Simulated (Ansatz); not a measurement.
# CuO (P4/mmm) in Ansatz: a series of runs, part 2 of 2

Ansatz 0.2.0.

### Step 4. Band structure, r2SCAN

The input, input.yaml:

```yaml
crystal:
  lattice:
    - [4.160937, 0.0, 0.0]
    - [0.0, 4.160937, 0.0]
    - [0.0, 0.0, 3.887643]
  atoms:
    - { symbol: Cu, position: [0.5, 0.0, 0.5] }
    - { symbol: Cu, position: [0.0, 0.5, 0.5] }
    - { symbol: Cu, position: [0.0, 0.0, 0.0] }
    - { symbol: O, position: [0.0, 0.0, 0.5] }
    - { symbol: O, position: [0.5, 0.0, 0.0] }
    - { symbol: O, position: [0.0, 0.5, 0.0] }
hamiltonian:
  xc: r2scan
  pseudopotentials: { kind: paw }
kpoints:
  mp_grid: { grid: [7, 7, 7] }
  band_path:
    path:
      - [[0.0, 0.0, 0.0], [0.0, 0.5, 0.0], [0.5, 0.5, 0.0], [0.0, 0.0, 0.0], [0.0, 0.0, 0.5], [0.0, 0.5, 0.5], [0.5, 0.5, 0.5], [0.0, 0.0, 0.5]]
      - [[0.0, 0.5, 0.0], [0.0, 0.5, 0.5]]
      - [[0.5, 0.5, 0.0], [0.5, 0.5, 0.5]]
    npoints: 14
scf:
  occupations: { method: fermi_dirac, width: 0.05 }
  n_extra_bands: 15
output:
  forces: true
  stress: true
  eigenvalues: true
  fatbands: false
```

Potentials or basis: Ansatz PAW.

Started as:

```bash
$ ansatz run input.yaml --threads 2 --pin off --max-ram 5632MiB --backend cpu --events-out ev --progress --plain --runs-dir out
```

The program printed:

```text
Warning: RAYON_NUM_THREADS=2 ignored (pool sized by the plan → 2); use --threads N
scf.n_extra_bands = 15 over 38 filled bands (N_el = 75.0): the run solves 53 bands
Engine: ansatz 0.2.0, aarch64-unknown-linux-gnu
Pseudopotentials: kind: paw
Pseudopotential: Cu, paw, valence charge 19, recommended cutoff 500 eV (meta_gga), Cu.paw.azcp
Pseudopotential: O, paw, valence charge 6, recommended cutoff 500 eV (meta_gga), O.paw.azcp
Functional definition: r2SCAN
  parameter k0 = 0.174
  parameter k1 = 0.065
  parameter a1 = 4.9479
  exchange = r2scan_x(k0 = k0, k1 = k1, a1 = a1)
  correlation = r2scan_c
Crystal: 6 atoms, lattice volume = 67.308 Å³
Basis set: ecut = 500 eV, 1687 PW (Γ), exchange–correlation on 128×128×120 points (64 copies of the dense FFT grid, shifted against one another)
Bands: 53, of which v1, the nominal top of the filled ones, is band 38 counted from 1 (37 counted from 0)
Symmetry: 16 space group operations
Space group: P4/mmm (ITA 123), of the structure as read, at distance tolerance 4.1e-5 Å
k-points: 40 of 343
Non-local potential: Cu, projectors of the file, l = 0: 3, l = 1: 2, l = 2: 3, l = 3: 1
Non-local potential: O, projectors of the file, l = 0: 2, l = 1: 2, l = 2: 1
PAW form: soft (Blöchl's): semilocal exchange-correlation on the pseudo side does not see the compensation charge
PAW frozen core: Cu, regenerated for the run's functional (the file was generated under x = pbe(κ = 0.804, μ = 0.2195149727645171), c = pbe(β = 0.06672455060314922))
PAW frozen core: O, regenerated for the run's functional (the file was generated under x = pbe(κ = 0.804, μ = 0.2195149727645171), c = pbe(β = 0.06672455060314922))
PAW one-centre angular grid: Cu, 590 points (default); XC on 160 Gauss nodes
PAW one-centre angular grid: O, 302 points (default); XC on 160 Gauss nodes
Initial density: superposition of atomic densities (neutral atoms: chi_scale 0, normalization atom), corrected by the library's trained network
Initial wavefunctions: pseudopotential atomic-orbital guess
Functional: x = r2scan, c = r2scan; τ floored in thin density (d = 2e-4 eV/Å³)
SCF iter   1: F=—  HF=-21594.276401 eV  |F-HF|=—  |Δ(HF+E_count)|=         —  Δρ=2.69e-2  dr2=2.86e-1  dr2_τ=1.23e-1  ethr=1.77e-3  ⟨swp⟩=5.7  Hψ=8076  notcnv=0  defer=61
preconditioner: auto → LDOS  [metal: Δε(μ)=0.040 eV  Ē_g=16.376 eV  σ=0.050 eV  W_gap=0.20  n_scr=26 (ndim 8)  ℏωp=32.3 eV  f_vac=0.125  D(μ)=2.68/eV (n_scr^D=26)  β→1.0]
SCF iter   2: F=—  HF=-21594.386910 eV  |F-HF|=—  |Δ(HF+E_count)|=   1.11e-1  Δρ=2.84e-2  dr2=2.94e-1  dr2_τ=6.27e-3  ethr=3.81e-4  ⟨swp⟩=3.0  Hψ=4342  notcnv=0  defer=355
SCF iter   3: F=—  HF=-21594.275612 eV  |F-HF|=—  |Δ(HF+E_count)|=   1.11e-1  Δρ=4.90e-3  dr2=1.46e-2  dr2_τ=6.14e-4  ethr=3.81e-4  ⟨swp⟩=2.2  Hψ=2928  notcnv=0  defer=355
SCF iter   4: F=—  HF=-21594.275120 eV  |F-HF|=—  |Δ(HF+E_count)|=   4.91e-4  Δρ=3.35e-3  dr2=5.17e-3  dr2_τ=1.57e-4  ethr=1.95e-5  ⟨swp⟩=2.7  Hψ=3692  notcnv=0  defer=352
SCF iter   5: F=—  HF=-21594.274645 eV  |F-HF|=—  |Δ(HF+E_count)|=   4.76e-4  Δρ=2.55e-3  dr2=3.00e-3  dr2_τ=2.56e-5  ethr=6.89e-6  ⟨swp⟩=1.3  Hψ=1781  notcnv=0  defer=352
SCF iter   6: F=—  HF=-21594.274188 eV  |F-HF|=—  |Δ(HF+E_count)|=   4.57e-4  Δρ=6.38e-4  dr2=1.91e-4  dr2_τ=2.19e-6  ethr=4.00e-6  ⟨swp⟩=2.0  Hψ=2043  notcnv=0  defer=352
SCF iter   7: F=—  HF=-21594.274156 eV  |F-HF|=—  |Δ(HF+E_count)|=   3.17e-5  Δρ=3.08e-4  dr2=5.19e-5  dr2_τ=4.00e-7  ethr=2.55e-7  ⟨swp⟩=2.1  Hψ=2297  notcnv=0  defer=352
SCF iter   8: F=—  HF=-21594.274157 eV  |F-HF|=—  |Δ(HF+E_count)|=   9.71e-7  Δρ=5.38e-5  dr2=1.38e-6  dr2_τ=7.35e-8  ethr=6.92e-8  ⟨swp⟩=1.1  Hψ=1776  notcnv=0  defer=352
SCF iter   9: F=—  HF=-21594.274157 eV  |F-HF|=—  |Δ(HF+E_count)|=   1.16e-7  Δρ=2.38e-5  dr2=3.13e-7  dr2_τ=3.32e-9  ethr=1.84e-9  ⟨swp⟩=1.2  Hψ=1776  notcnv=0  defer=352
SCF iter  10: F=-21594.274157 eV  HF=-21594.274157 eV  |F-HF|=6.34e-9  |Δ(HF+E_count)|=   1.59e-8  Δρ=3.50e-6  dr2=7.18e-9  dr2_τ=3.46e-10  ethr=1.33e-10  ⟨swp⟩=9.6  Hψ=9782  notcnv=0
SCF 1 converged in 10 iterations: F = -21594.274157 eV  dr2 = 7.18e-9
NSCF: frozen V_eff on 129 k-points
SCF converged after 10 iterations
Free energy (F): -21594.274157 eV
Harris-Foulkes:  -21594.274157 eV  (|F-HF|=6.34e-9)
Internal energy: -21594.248682 eV  (E = F + TS)
E sigma→0 (E₀):  -21594.261420 eV
Entropy (-TS):   -0.025475 eV (-4.246 meV/atom)
Fermi energy:    9.767100 eV
--- Per-component energies (eV) ---
  E_band       = -1514.582403
  E_kinetic    = 1413.104159
  E_local      = -16108.041576  (includes V_loc(G=0)·N_el)
  E_nonlocal   = 1337.881443
  E_hartree    = 7030.707245
  E_xc         = -465.389981
  E_vxc        = -680.179969  (∫ρ·V_xc dr)
  E_paw        = -5514.674554  (= ΣΔE_a)
  E_vpaw       = -1584.187969  (= ΣTr[D̂ρ^β])
  E_aug_tail   = 0.003613  (compensation charges beyond the density's cutoff)
  E_vtau       = 45.424534  (kinetic-family band-sum trace: ∫τ·v_τ [+ j·A + Jᵃ·Aᵃ] dr)
  E_ewald      = -9286.839884
  E_core_change = -0.999147  (= ΣΔE_core)
  E_smearing   = -0.025475  (= −TS)
  E_closure    = 0.000000  (closes the sum)
  Σ components = -21594.274157   (vs F -21594.274157, Δ=0.00e0)
--- Forces (eV/Å), atoms counted from 1 ---
  atom   1  Cu    -0.00000000    -0.00000000    -0.00000000
  atom   2  Cu    -0.00000000     0.00000000     0.00000000
  atom   3  Cu     0.00000000     0.00000000     0.00000000
  atom   4  O     -0.00000000     0.00000000     0.00000000
  atom   5  O      0.00000000    -0.00000000     0.00000000
  atom   6  O      0.00000000     0.00000000     0.00000000
  max |Σ_I F_I| component: 2.74e-28 eV/Å
--- Stress (GPa, compression-positive) ---
       -3.636833       0.000000       0.000000
        0.000000      -3.636833       0.000000
        0.000000       0.000000      -7.051875
  P = ⅓ Tr σ = -4.7752 GPa (-47.752 kbar)
--- Band table (eV; the first three rows and the last of 40) ---
  k-point 0: bands = ["-106.8138", "-106.2179", "-106.2169", "-62.7011", "-62.5972", "-62.5972", "-62.1775", "-62.1763", "-62.1178", "-62.1178", "-61.8688", "-61.8688", "-11.2110", "-9.1207", "-8.6784", "3.6519", "3.8037", "3.8037", "6.2941", "6.2941", "6.4380", "6.6562", "6.7607", "6.8272", "6.8272", "6.8514", "7.3021", "7.4159", "7.4424", "7.5925", "7.5925", "7.7864", "7.7864", "7.9282", "8.1050", "8.1689", "8.1689", "8.3214", "8.4091", "11.3926", "16.4713", "17.9316", "19.0954", "19.0954", "21.2799", "22.1187", "23.7571", "24.6770", "24.6770", "26.4707", "26.4707", "28.3040", "28.5806"]
  k-point 1: bands = ["-106.8138", "-106.2179", "-106.2169", "-62.7011", "-62.5972", "-62.5972", "-62.1775", "-62.1763", "-62.1178", "-62.1178", "-61.8688", "-61.8688", "-11.1477", "-9.1262", "-8.6392", "3.3788", "3.8207", "3.8207", "5.7586", "5.7683", "5.8477", "5.8477", "6.6879", "6.8802", "7.1354", "7.1354", "7.2718", "7.3691", "7.3691", "7.5187", "7.8779", "7.8779", "7.9172", "7.9992", "8.1052", "8.5609", "8.5609", "8.5652", "8.8163", "12.0680", "16.7952", "18.3757", "18.8630", "18.8630", "20.5325", "22.8602", "23.9022", "24.3533", "24.3533", "26.7531", "26.7531", "26.8793", "29.6071"]
  k-point 2: bands = ["-106.8138", "-106.2179", "-106.2169", "-62.7012", "-62.5972", "-62.5972", "-62.1777", "-62.1764", "-62.1179", "-62.1179", "-61.8688", "-61.8688", "-10.9946", "-9.1488", "-8.5489", "2.9242", "3.8791", "3.8791", "4.5113", "4.8025", "5.2897", "5.2897", "6.7758", "6.8957", "6.8957", "6.9160", "7.1871", "7.5804", "7.5951", "7.5951", "7.8805", "8.1056", "8.1940", "8.1940", "8.4545", "8.8300", "9.0804", "9.0804", "9.4663", "13.5298", "17.4289", "18.3619", "18.3619", "19.5494", "19.7449", "23.9189", "23.9189", "24.0704", "24.3449", "25.4189", "26.8151", "26.8151", "27.7129"]
  k-point 39: bands = ["-106.8138", "-106.2174", "-106.2174", "-62.7014", "-62.5973", "-62.5973", "-62.1770", "-62.1769", "-62.1229", "-62.1126", "-61.8736", "-61.8642", "-10.6514", "-8.7346", "-8.6980", "1.7439", "2.3117", "2.3194", "4.2854", "4.3744", "4.3744", "4.5836", "4.8576", "7.0163", "7.3683", "7.4192", "7.4824", "7.5340", "7.5352", "7.7501", "8.1920", "8.4623", "8.5950", "9.1523", "9.7468", "10.8208", "10.8745", "10.9574", "10.9904", "12.2887", "17.2288", "18.4658", "18.5630", "19.5156", "19.5488", "21.6590", "22.1621", "24.6872", "26.4890", "26.6898", "27.3973", "27.5468", "28.2484"]
```

It took 21 s on 2 threads of Arm Neoverse V1, shared host; peak memory 0.55 GiB.

Results:

- Free energy: -21594.2742 eV
- Pressure: -4.8 GPa
- Band gap on the k mesh: none (metal or under the smearing width)

Levels at the corners of the path, in eV from the Fermi level:
```csv
point,band 36,band 37,band 38,band 39,band 40,band 41
Γ,-1.60,-1.60,-1.45,-1.36,1.63,6.70
X,-1.46,-1.19,-0.68,-0.59,4.24,4.31
M,-0.91,-0.47,-0.47,1.00,3.85,6.77
Γ,-1.60,-1.60,-1.45,-1.36,1.63,6.70
Z,-0.72,-0.31,-0.31,0.08,5.45,7.24
R,-0.58,-0.23,1.20,1.31,4.94,7.02
A,1.23,1.26,1.36,1.36,2.19,7.58
Z,-0.72,-0.31,-0.31,0.08,5.45,7.24
X,-1.46,-1.19,-0.68,-0.59,4.24,4.31
R,-0.58,-0.23,1.20,1.31,4.94,7.02
M,-0.91,-0.47,-0.47,1.00,3.85,6.77
A,1.23,1.26,1.36,1.36,2.19,7.58
```

Caveat: an odd number of electrons without spin polarisation forces a metal; a magnetic or distorted state may lie lower; the run has no spin polarisation, though such a crystal can be magnetic; semilocal functionals often make such compounds metallic where correlation or magnetic order opens a gap, which also shifts bond lengths; the PAW data sets come from PBE, with cores solved anew for the run's functional, which leaves a small shift of forces and pressure.

### Step 5. Band structure, PBE

Changes to input.yaml since step 4:

```diff
@@ -13,4 +13,4 @@
 hamiltonian:
-  xc: r2scan
-  pseudopotentials: { kind: paw }
+  xc: pbe
+  pseudopotentials: { kind: nc, accuracy: standard }
 kpoints:
```

Potentials or basis: PseudoDojo standard (PBE files).

Started as:

```bash
$ ansatz run input.yaml --threads 2 --pin off --max-ram 5632MiB --backend cpu --events-out ev --progress --plain --runs-dir out
```

It took 38 s on 2 threads of Arm Neoverse V1, shared host; peak memory 1.2 GiB.

The run converged. Its results:

```
Free energy            : -16824.0014 eV
Pressure               : 1.6 GPa
Band gap on the k mesh : none (metal or under the smearing width)
```

Stress tensor (GPa, compression positive):
```
1.93 0.00 0.00
0.00 1.93 0.00
0.00 0.00 0.89
```

Levels at the corners of the path, in eV from the Fermi level:
| point | band 35 | band 36 | band 37 | band 38 | band 39 | band 40 | band 41 | band 42 |
| --- | --- | --- | --- | --- | --- | --- | --- | --- |
| Γ | -1.50 | -1.50 | -1.46 | -1.45 | -1.38 | 1.27 | 6.02 | 7.47 |
| X | -1.52 | -1.50 | -0.99 | -0.74 | -0.63 | 3.78 | 3.93 | 8.42 |
| M | -1.35 | -0.80 | -0.48 | -0.48 | 0.95 | 3.56 | 6.21 | 6.21 |
| Γ | -1.50 | -1.50 | -1.46 | -1.45 | -1.38 | 1.27 | 6.02 | 7.47 |
| Z | -1.14 | -0.75 | -0.18 | -0.18 | 0.02 | 5.05 | 6.72 | 7.63 |
| R | -0.83 | -0.43 | -0.07 | 1.16 | 1.21 | 4.62 | 6.43 | 7.52 |
| A | 0.16 | 1.19 | 1.20 | 1.25 | 1.25 | 1.89 | 6.92 | 8.27 |
| Z | -1.14 | -0.75 | -0.18 | -0.18 | 0.02 | 5.05 | 6.72 | 7.63 |
| X | -1.52 | -1.50 | -0.99 | -0.74 | -0.63 | 3.78 | 3.93 | 8.42 |
| R | -0.83 | -0.43 | -0.07 | 1.16 | 1.21 | 4.62 | 6.43 | 7.52 |
| M | -1.35 | -0.80 | -0.48 | -0.48 | 0.95 | 3.56 | 6.21 | 6.21 |
| A | 0.16 | 1.19 | 1.20 | 1.25 | 1.25 | 1.89 | 6.92 | 8.27 |

Caveat: an odd number of electrons without spin polarisation forces a metal; a magnetic or distorted state may lie lower; the run has no spin polarisation, though such a crystal can be magnetic; semilocal functionals often make such compounds metallic where correlation or magnetic order opens a gap, which also shifts bond lengths. With open d or f shells a metallic result of PBE can be an artefact of self-interaction; +U or a hybrid may open a gap.

### Step 6. Overview

| level | potentials or basis | U | cutoff (eV) | hubbard projectors | double counting | gap on the mesh (eV) | pressure (GPa) |
| --- | --- | --- | --- | --- | --- | --- | --- |
| PBE | Ansatz PAW | - | 420 | - | - | none | 1.8 |
| PBEsol+U | Ansatz PAW | Cu d U = 4.5 eV | 420 | ortho-atomic (the default) | fll (the default) | none | -3.0 |
| r2SCAN | Ansatz PAW | - | 500 | - | - | none | -4.8 |
| PBE | PseudoDojo standard (PBE files) | - | 1252 | - | - | none | 1.6 |

Alike in all rows: task band structure; no spin polarisation; cell as given; k mesh 7 × 7 × 7; smearing fermi-dirac 0.05 eV.

Caveats: an odd number of electrons without spin polarisation forces a metal; a magnetic or distorted state may lie lower; the run has no spin polarisation, though such a crystal can be magnetic; semilocal functionals often make such compounds metallic where correlation or magnetic order opens a gap, which also shifts bond lengths (some runs); the PAW data sets come from PBE, with cores solved anew for the run's functional, which leaves a small shift of forces and pressure (some runs); U without spin polarisation on a metal has little footing (some runs).

Absolute energies hang on the potentials; compare differences alone.
